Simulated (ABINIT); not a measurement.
# A GW run on CaSe (Fm-3m) in ABINIT, with inputs changed

Aim: change inputs of a GW run on CaSe (Fm-3m) and see what moves.

Method: LDA and many-body steps on it, plane waves, in ABINIT 10.8.3.

The database entry behind the starting cell differs from later determinations by our own check (0.1 to 0.3 % short, probably kX units), so it need not match the best structure at ambient conditions.

## 1. Starting point

It takes space group Fm-3m (No. 225, cubic). Conventional cell: a = 5.912 Å, b = 5.912 Å, c = 5.912 Å, α = 90.00°, β = 90.00°, γ = 90.00°. Nearest to Ca lie 6 Se at 2.96 Å. Se has 6 Ca at 2.96 Å nearest. Farther neighbours and most contacts between anions are not listed.

The cell and positions come from the Crystallography Open Database and are kept as given unless a step says otherwise.

## 2. Screening, 4×4×4 mesh, 44 bands, screening to 108.8 eV

This step: ABINIT 10.8.3; RPA screening on LDA, plane waves, norm-conserving pseudopotentials.

The RPA dielectric matrix is built and inverted for each q.

The input, run.abi:

```
acell 3*1.0 Angstrom
rprim 
  -0.000000000000 2.956000000000 2.956000000000
  2.956000000000 -0.000000000000 2.956000000000
  2.956000000000 2.956000000000 -0.000000000000
ntypat 2
znucl 20 34
natom 2
typat 1 2
xred 
  0.000000000000 0.000000000000 0.000000000000
  0.500000000000 0.500000000000 0.500000000000
pp_dirpath "pseudos"
pseudos "Ca.upf, Se.upf"
ecut 39
ngkpt 4 4 4
nshiftk 1
shiftk 0 0 0
kptopt 1
chksymbreak 0
istwfk *1
occopt 1
irdwfk 1
optdriver 3
nband 44
ecuteps 4
inclvkb 2
awtr 1
symchi 1
indata_prefix "in"
outdata_prefix "out"
tmpdata_prefix "tmp"
```

Started as:

```console
OMP_NUM_THREADS=1 mpirun -n 4 abinit run.abi > log
```

Log:

```text
.Version 10.8.3 of ABINIT. v10.8.2 released Aug 2026.

 Symmetries : space group Fm -3 m (#225); Bravais cF (face-center cubic)
[... echo of the input left out ...]
== DATASET  1 ==================================================================
-   mpi_nproc: 4, omp_nthreads: 1 (-1 if OMP is not activated)

--- !DatasetInfo
iteration_state: {dtset: 1, }
dimensions: {natom: 2, nkpt: 8, mband: 44, nsppol: 1, nspinor: 1, nspden: 1, mpw: 4088, }
cutoff_energies: {ecut:  39.0, pawecutdg:  -1.0, }
electrons: {nelect:   2.60000000E+01, charge:   0.00000000E+00, occopt:   1.00000000E+00, tsmear:   1.00000000E-02, }

 SCREENING: Calculation of the susceptibility and dielectric matrices

 Based on a program developped by R.W. Godby, V. Olevano, G. Onida, and L. Reining.
 Incorporated in ABINIT by V. Olevano, G.-M. Rignanese, and M. Torrent.
.Using double precision arithmetic ; gwpc =  8

[... cell and pseudopotentials left out ...]
--------------------------------------------------------------------------------

 ==== K-mesh for the wavefunctions ====
 Number of points in the irreducible wedge :     8
[... list of points left out ...]
 Together with 48 symmetry operations and time-reversal symmetry
 yields    64 points in the full Brillouin Zone.

 ==== Q-mesh for the screening function ====
 Number of points in the irreducible wedge :     8
[... list of points left out ...]
 Together with 48 symmetry operations and time-reversal symmetry
 yields    64 points in the full Brillouin Zone.

 setmesh: FFT mesh size selected  =    30x   30x   30
          total number of points  =        27000

 vcoul_init : cutoff-mode = AUXILIARY_FUNCTION
 q-points for optical limit:   1
     1)      0.000010    0.000020    0.000030

- screening: taking advantage of time-reversal symmetry
- Maximum band index for partially occupied states nbvw = 13
- Remaining bands to be divided among processors   nbcw = 31
- Number of bands treated by each node ~7

 Number of electrons calculated from density =   26.0000; Expected =   26.0000
 average of density, n =  0.074582
 r_s =    1.4738
 omega_plasma =   26.3434 [eV]

 calculating chi0 at frequencies [eV] :
  1    0.000000E+00    0.000000E+00
  2    0.000000E+00    2.634343E+01

--------------------------------------------------------------------------------
  q-point number  1        q = ( 0.000000, 0.000000, 0.000000) [r.l.u.]
--------------------------------------------------------------------------------
[... chi0 elements left out ...]
 For q-point:  0.000010 0.000020 0.000030
  dielectric constant =   6.2826
  dielectric constant without local fields =   7.2893

  Average fulfillment of the sum rule on Im[epsilon] for q-point    1 :     37.05  [%]
[... wings left out ...]
  q-point number  2        q = ( 0.250000, 0.000000, 0.000000) [r.l.u.]
--------------------------------------------------------------------------------
[... chi0 elements left out ...]
  Average fulfillment of the sum rule on Im[epsilon] for q-point    2 :     50.06  [%]

 [... 6 further q-points ...]
```

Wall time 20 s (4 MPI ranks of Arm Neoverse N1, shared host); peak memory 0.68 GiB; 79 s of CPU time.

Numbers from this step:

| Item | Value |
| --- | --- |
| ε∞ with local fields, on this mesh, along the program's q direction | 6.283 |
| the same without local fields | 7.289 |
| plasma frequency | 26.34 eV |
| plane waves in the screening matrix | 137 |

Local fields lower ε∞ by 14 %. On a Γ-centred mesh this coarse the value itself is usually too large, while a short band sum pulls it down.

## 3. Base

The self-energy is evaluated for the states that the input lists, and the levels follow from it, in one-shot runs by the linearised quasiparticle equation.

This step: G0W0 on LDA, plane waves, norm-conserving pseudopotentials.

run.abi, as its differences from that of step 2:

```diff
@@ -23,8 +23,17 @@
 irdwfk 1
-optdriver 3
+optdriver 4
 nband 44
+gwcalctyp 0
+ecutsigx 39
+symsigma 1
+nkptgw 2
+kptgw 
+  0.0000000000 0.0000000000 0.0000000000
+  0.5000000000 0.5000000000 0.0000000000
+bdgw 
+  11 17
+  12 15
 ecuteps 4
-inclvkb 2
-awtr 1
-symchi 1
+irdscr 1
+ppmodel 1
 indata_prefix "in"
```

Log:

```text
.Version 10.8.3 of ABINIT. v10.8.2 released Aug 2026.

 Symmetries : space group Fm -3 m (#225); Bravais cF (face-center cubic)
[... echo of the input left out ...]
== DATASET  1 ==================================================================
-   mpi_nproc: 4, omp_nthreads: 1 (-1 if OMP is not activated)

--- !DatasetInfo
iteration_state: {dtset: 1, }
dimensions: {natom: 2, nkpt: 8, mband: 44, nsppol: 1, nspinor: 1, nspden: 1, mpw: 4088, }
cutoff_energies: {ecut:  39.0, pawecutdg:  -1.0, }
electrons: {nelect:   2.60000000E+01, charge:   0.00000000E+00, occopt:   1.00000000E+00, tsmear:   1.00000000E-02, }

 SIGMA: Calculation of the GW corrections

 Based on a program developped by R.W. Godby, V. Olevano, G. Onida, and L. Reining.
 Incorporated in ABINIT by V. Olevano, G.-M. Rignanese, and M. Torrent.
.Using double precision arithmetic ; gwpc =  8

[... cell and pseudopotentials left out ...]
--------------------------------------------------------------------------------

 ==== K-mesh for the wavefunctions ====
 Number of points in the irreducible wedge :     8
[... list of points left out ...]
 Together with 48 symmetry operations and time-reversal symmetry
 yields    64 points in the full Brillouin Zone.

 ==== Q-mesh for screening function ====
 Number of points in the irreducible wedge :     8
[... list of points left out ...]
 Together with 48 symmetry operations and time-reversal symmetry
 yields    64 points in the full Brillouin Zone.

 vcoul_init : cutoff-mode = AUXILIARY_FUNCTION
 q-points for optical limit:   1
     1)      0.000010    0.000020    0.000030
 setmesh: FFT mesh size selected  =    45x   45x   45
          total number of points  =        91125

 Number of electrons calculated from density =   26.0000; Expected =   26.0000
 average of density, n =  0.074582
 r_s =    1.4738
 omega_plasma =   26.3434 [eV]

 === KS Band Gaps ===
  >>>> For spin  1
   Minimum direct gap =   2.8175 [eV], located at k-point      :   0.5000  0.5000  0.0000
   Fundamental gap    =   1.8749 [eV], Top of valence bands at :   0.0000  0.0000  0.0000
                                       Bottom of conduction at :   0.5000  0.5000  0.0000
 SIGMA fundamental parameters:
 PLASMON POLE MODEL  1
 number of plane-waves for SigmaX                 4015
 number of plane-waves for SigmaC and W            137
 number of plane-waves for wavefunctions          4015
 number of bands                                    44
 number of independent spin polarizations            1
 number of spinorial components                      1
 number of k-points in IBZ                           8
 number of q-points in IBZ                           8
 number of symmetry operations                      48
 number of k-points in BZ                           64
 number of q-points in BZ                           64
 number of frequencies for dSigma/dE                 9
 frequency step for dSigma/dE [eV]                0.25
 number of omega for Sigma on real axis              0
 max omega for Sigma on real axis  [eV]           0.00
 zcut for avoiding poles [eV]                     0.10

 EPSILON^-1 parameters (SCR file):
 dimension of the eps^-1 matrix on file            137
 dimension of the eps^-1 matrix used               137
 number of plane-waves for wavefunctions          4015
 number of bands                                    44
 number of q-points in IBZ                           8
 number of frequencies                               2
 number of real frequencies                          1
 number of imag frequencies                          1

 matrix elements of self-energy operator (all in [eV])

 Perturbative Calculation

--- !SelfEnergy_ee
iteration_state: {dtset: 1, }
kpoint     : [   0.000,    0.000,    0.000, ]
spin       : 1
KS_gap     :    3.093
QP_gap     :    4.782
Delta_QP_KS:    1.689
data: !SigmaeeData |
     Band     E0 <VxcDFT>   SigX SigC(E0)      Z dSigC/dE  Sig(E)    E-E0       E
       11   3.956 -13.936 -17.329   2.362   0.803  -0.246 -14.763  -0.828   3.128
       12   3.956 -13.936 -17.329   2.362   0.803  -0.246 -14.763  -0.828   3.128
       13   3.956 -13.936 -17.329   2.362   0.803  -0.246 -14.763  -0.828   3.128
       14   7.049 -10.786  -6.366  -3.374   0.823  -0.215  -9.925   0.861   7.909
       15   7.510 -12.266  -6.063  -3.950   0.810  -0.235 -10.442   1.824   9.334
       16   7.510 -12.266  -6.063  -3.950   0.810  -0.235 -10.442   1.824   9.334
       17   7.510 -12.266  -6.063  -3.950   0.810  -0.235 -10.442   1.824   9.334

--- !SelfEnergy_ee
iteration_state: {dtset: 1, }
kpoint     : [   0.500,    0.500,    0.000, ]
spin       : 1
KS_gap     :    2.818
QP_gap     :    5.017
Delta_QP_KS:    2.199
data: !SigmaeeData |
     Band     E0 <VxcDFT>   SigX SigC(E0)      Z dSigC/dE  Sig(E)    E-E0       E
       12   3.013 -13.185 -16.807   2.505   0.798  -0.253 -14.076  -0.891   2.122
       13   3.013 -13.185 -16.807   2.505   0.798  -0.253 -14.076  -0.892   2.122
       14   5.831 -10.344  -5.307  -3.440   0.819  -0.221  -9.036   1.308   7.139
       15   8.802 -10.308  -5.228  -3.702   0.821  -0.218  -9.177   1.131   9.933

== END DATASET(S) ==============================================================
================================================================================

 -outvars: echo values of variables after computation  --------
           etotal      0.0000000000E+00
            nband          44
             nkpt           8
          spgroup         225
 [... the other variables as echoed above ...]

 Calculation completed.
```

The job ended after 7.7 s (4 MPI ranks; peak memory 0.56 GiB; 30 s of CPU time).

Numbers from this step:

- G0W0 gap on the points computed: 4.011 eV
- starting gap on the mesh: 1.875 eV
- k of the valence top: 0, 0, 0
- k of the conduction bottom: 0.5, 0.5, 0
- Z at the valence top: 0.803
- Z at the conduction bottom: 0.819
- least direct G0W0 gap on the computed points: 4.781 eV

The gap on the mesh goes from 1.87 eV to 4.01 eV, a correction of +2.14 eV.

## 4. Broadening of the poles

run.abi, as its differences from that of step 3:

```diff
@@ -38,2 +38,3 @@
 ppmodel 1
+zcut 1.0 eV
 indata_prefix "in"
```

Log:

```text
.Version 10.8.3 of ABINIT. v10.8.2 released Aug 2026.

 Symmetries : space group Fm -3 m (#225); Bravais cF (face-center cubic)
[... echo of the input left out ...]
== DATASET  1 ==================================================================
-   mpi_nproc: 4, omp_nthreads: 1 (-1 if OMP is not activated)

--- !DatasetInfo
iteration_state: {dtset: 1, }
dimensions: {natom: 2, nkpt: 8, mband: 44, nsppol: 1, nspinor: 1, nspden: 1, mpw: 4088, }
cutoff_energies: {ecut:  39.0, pawecutdg:  -1.0, }
electrons: {nelect:   2.60000000E+01, charge:   0.00000000E+00, occopt:   1.00000000E+00, tsmear:   1.00000000E-02, }

 SIGMA: Calculation of the GW corrections

 Based on a program developped by R.W. Godby, V. Olevano, G. Onida, and L. Reining.
 Incorporated in ABINIT by V. Olevano, G.-M. Rignanese, and M. Torrent.
.Using double precision arithmetic ; gwpc =  8

[... cell and pseudopotentials left out ...]
--------------------------------------------------------------------------------

 ==== K-mesh for the wavefunctions ====
 Number of points in the irreducible wedge :     8
[... list of points left out ...]
 Together with 48 symmetry operations and time-reversal symmetry
 yields    64 points in the full Brillouin Zone.

 ==== Q-mesh for screening function ====
 Number of points in the irreducible wedge :     8
[... list of points left out ...]
 Together with 48 symmetry operations and time-reversal symmetry
 yields    64 points in the full Brillouin Zone.

 vcoul_init : cutoff-mode = AUXILIARY_FUNCTION
 q-points for optical limit:   1
     1)      0.000010    0.000020    0.000030
 setmesh: FFT mesh size selected  =    45x   45x   45
          total number of points  =        91125

 Number of electrons calculated from density =   26.0000; Expected =   26.0000
[...]
number of omega for Sigma on real axis              0
 max omega for Sigma on real axis  [eV]           0.00
 zcut for avoiding poles [eV]                     1.00

 EPSILON^-1 parameters (SCR file):
 dimension of the eps^-1 matrix on file            137
 dimension of the eps^-1 matrix used               137
 number of plane-waves for wavefunctions          4015
 number of bands                                    44
 number of q-points in IBZ                           8
 number of frequencies                               2
 number of real frequencies                          1
 number of imag frequencies                          1

 matrix elements of self-energy operator (all in [eV])

 Perturbative Calculation

--- !SelfEnergy_ee
iteration_state: {dtset: 1, }
kpoint     : [   0.000,    0.000,    0.000, ]
spin       : 1
KS_gap     :    3.093
QP_gap     :    4.782
Delta_QP_KS:    1.689
data: !SigmaeeData |
     Band     E0 <VxcDFT>   SigX SigC(E0)      Z dSigC/dE  Sig(E)    E-E0       E
       11   3.956 -13.936 -17.329   2.362   0.803  -0.246 -14.764  -0.828   3.128
       12   3.956 -13.936 -17.329   2.362   0.803  -0.246 -14.764  -0.828   3.128
       13   3.956 -13.936 -17.329   2.362   0.803  -0.246 -14.764  -0.828   3.128
[...]
--- !SelfEnergy_ee
iteration_state: {dtset: 1, }
kpoint     : [   0.500,    0.500,    0.000, ]
spin       : 1
KS_gap     :    2.818
QP_gap     :    5.017
Delta_QP_KS:    2.199
data: !SigmaeeData |
     Band     E0 <VxcDFT>   SigX SigC(E0)      Z dSigC/dE  Sig(E)    E-E0       E
[...]
14   5.831 -10.344  -5.307  -3.440   0.819  -0.221  -9.036   1.308   7.139
       15   8.802 -10.308  -5.228  -3.702   0.821  -0.219  -9.177   1.131   9.933

== END DATASET(S) ==============================================================
================================================================================

 -outvars: echo values of variables after computation  --------
           etotal      0.0000000000E+00
            nband          44
             nkpt           8
          spgroup         225
 [... the other variables as echoed above ...]

 Calculation completed.
```

Elapsed: 7.7 s, on 4 MPI ranks; peak memory 0.57 GiB; 30 s of CPU time.

This step gave:

- G0W0 gap on the points computed: 4.011 eV
- starting gap on the mesh: 1.875 eV
- k of the valence top: 0, 0, 0
- k of the conduction bottom: 0.5, 0.5, 0
- Z at the valence top: 0.803
- Z at the conduction bottom: 0.819
- least direct G0W0 gap on the computed points: 4.781 eV

Against G0W0 in ABINIT (4×4×4 mesh, 44 bands, screening to 108.8 eV, Godby-Needs plasmon pole), the gap moves by +0.000 eV.

## 5. No symmetry in the self-energy

run.abi, as its differences from that of step 4:

```diff
@@ -27,3 +27,3 @@
 ecutsigx 39
-symsigma 1
+symsigma 0
 nkptgw 2
@@ -38,3 +38,2 @@
 ppmodel 1
-zcut 1.0 eV
 indata_prefix "in"
```

Log:

```text
.Version 10.8.3 of ABINIT. v10.8.2 released Aug 2026.

 Symmetries : space group Fm -3 m (#225); Bravais cF (face-center cubic)
[... echo of the input left out ...]
== DATASET  1 ==================================================================
-   mpi_nproc: 4, omp_nthreads: 1 (-1 if OMP is not activated)

--- !DatasetInfo
iteration_state: {dtset: 1, }
dimensions: {natom: 2, nkpt: 8, mband: 44, nsppol: 1, nspinor: 1, nspden: 1, mpw: 4088, }
cutoff_energies: {ecut:  39.0, pawecutdg:  -1.0, }
[...]
Band     E0 <VxcDFT>   SigX SigC(E0)      Z dSigC/dE  Sig(E)    E-E0       E
[...]
14   5.831 -10.344  -5.307  -3.440   0.819  -0.221  -9.036   1.308   7.139
       15   8.802 -10.308  -5.228  -3.702   0.821  -0.218  -9.177   1.131   9.933

== END DATASET(S) ==============================================================
================================================================================

 -outvars: echo values of variables after computation  --------
           etotal      0.0000000000E+00
            nband          44
             nkpt           8
          spgroup         225
 [... the other variables as echoed above ...]

 Calculation completed.
```

It took 28 s on 4 MPI ranks; peak memory 0.86 GiB.

Numbers from this step:

```
G0W0 gap on the points computed              : 4.011 eV
starting gap on the mesh                     : 1.875 eV
k of the valence top                         : 0, 0, 0
k of the conduction bottom                   : 0.5, 0.5, 0
least direct G0W0 gap on the computed points : 4.781 eV
```

Against G0W0 in ABINIT (4×4×4 mesh, 44 bands, screening to 108.8 eV, Godby-Needs plasmon pole), the gap moves by +0.000 eV.

[end of part 1 of 2]

[Paths, hosts, dates, memory and timing lines, banners, echoed tables and standing remarks are left out of the program output.]

[Logs are printed without paths, hosts, clocks, repeated set-up lines and the standing remarks that a program may print on its own settings, such as how far it seeks lower states.]

[Runs of the session that timed out or met a known fault of the program may be left out.]

[Hosts, paths, dates, database ids (printed as entryN), source tags and the programs' standing remarks are cut or masked in the printed files.]

[G0W0 gaps are taken among the corrected bands and points alone; a level outside them can change the order at an edge.]

[Where Ansatz stands beside ABINIT at settings called matched, ABINIT's density can come from a denser mesh and the files from another edition; pairs whose starting gaps differed by over 0.03 eV were left out, so agreement reads better than it is.]
